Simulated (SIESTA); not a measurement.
LiH:

```
Li H
1.0
     0.00000    2.03675    2.03675
     2.03675    0.00000    2.03675
     2.03675    2.03675    0.00000
Li H
1 1
Direct
  0.00000 0.00000 0.00000
  0.50000 0.50000 0.50000
```

Base run:

| Item | Value |
| --- | --- |
| Program | SIESTA 5.4.2 |
| Functional | PBE |
| Potentials or basis | PseudoDojo 0.4 standard (PBE files) |
| Basis | DZP (energy shift 0.003 Ry; two zetas on semicore shells) |
| Grid cutoff | 800 Ry |
| Energy shift | 0.003 Ry |
| k mesh | 11 × 11 × 11 |
| Occupations | fermi-dirac, width 0.05 eV |
| Spin | no spin polarisation |

Its results: band gap on the k mesh 3.18 eV, direct; pressure -1.7 GPa.

Question: The run is repeated on the same cell with these changes: functional from PBE to LDA; potentials or basis from PseudoDojo 0.4 standard (PBE files) to PseudoDojo 0.4 standard (LDA files). What comes out?

Answer: Band gap on the k mesh 2.82 eV, direct; pressure -4.1 GPa.

Caveats: the basis of atomic orbitals isn't converged, which shifts pressures, moduli and gaps; the basis holds too few empty states to meet the f-sum rule, so the spectrum is short of weight at high energy (some runs); an odd mesh through Γ misses points on the zone boundary, where band edges often lie (some runs); the mesh misses the band edges, which the band path finds closer together (some runs).
